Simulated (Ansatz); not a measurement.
## Structure types of Yb at a series of pressures

All-electron LAPW in Ansatz 0.2.0 under PBE, scalar-relativistic, energies extrapolated to zero smearing, no spin–orbit coupling; spin polarisation is left out. At each pressure a set of structure types was relaxed with symmetry kept. The table gives H = E + pV above the lowest type of that row in meV/atom (up to 5 of noise); a dash means not tried or turned into another type. Real phases may be missing from the set. k spacings are near 0.17 to 0.21 Å⁻¹, smearing 0.05 to 0.1 eV.

**Question.** Among fcc, hcp, bcc, dhcp, which leads at -0.14, 2.4, 6.9, 11, 23, 46, 84 GPa?

**Answer.** bcc at -0.14 GPa; bcc at 2.4 GPa; bcc at 6.9 GPa; bcc at 11 GPa; bcc at 23 GPa; hcp at 46 GPa; fcc or hcp at 84 GPa.

| p (GPa) | V of the lowest (Å³/atom) | fcc | hcp | bcc | dhcp |
| --- | --- | --- | --- | --- | --- |
| -0.14 | 34.83 | 9 | 12 | 0 | 11 |
| 2.4 | 31.36 | 22 | 21 | 0 | 22 |
| 6.9 | 27.74 | 39 | 29 | 0 | 37 |
| 11 | 25.54 | 43 | 30 | 0 | 41 |
| 23 | 21.61 | 35 | 18 | 0 | 33 |
| 46 | 17.62 | 9 | 0 | 17 | 12 |
| 84 | 14.55 | 0 | 4 | 87 | 6 |
